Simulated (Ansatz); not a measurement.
CdF2:

```
Cd F
1.0
     0.00000    2.69400    2.69400
     2.69400    0.00000    2.69400
     2.69400    2.69400    0.00000
Cd F
1 2
Direct
  0.00000 0.00000 0.00000
  0.75000 0.75000 0.75000
  0.25000 0.25000 0.25000
```

Base run:

```yaml
Program: Ansatz 0.2.0
Functional: HSE03
Potentials_or_basis: Ansatz PAW
Cutoff: "420 eV (not typed: the program's choice for these potentials)"
k_mesh: 5 × 5 × 5
Occupations: fermi-dirac, width 0.05 eV
Spin: no spin polarisation
```

Its results: band gap on the k mesh 5.03 eV, indirect (least direct gap 5.52 eV); pressure 1.9 GPa.

**Question.** After a change of settings the same cell gave: band gap on the k mesh 5.90 eV, indirect (least direct gap 6.39 eV); pressure -2.7 GPa. Which change was it?
A. functional from HSE03 to PBE0
B. functional from HSE03 to PBEsol0
C. functional from HSE03 to r2SCAN0; cutoff from 420 eV (not typed: the program's choice for these potentials) to 500 eV (not typed: the program's choice for these potentials)
D. functional from HSE03 to HSEsol

**Answer.** B.

Caveats: the k mesh misses the band edges, so the gap on the mesh is wider than the one along the path; the PAW data sets come from PBE, with cores solved anew for the run's functional, which leaves a small shift of forces and pressure; the thresholds are loose for stress.
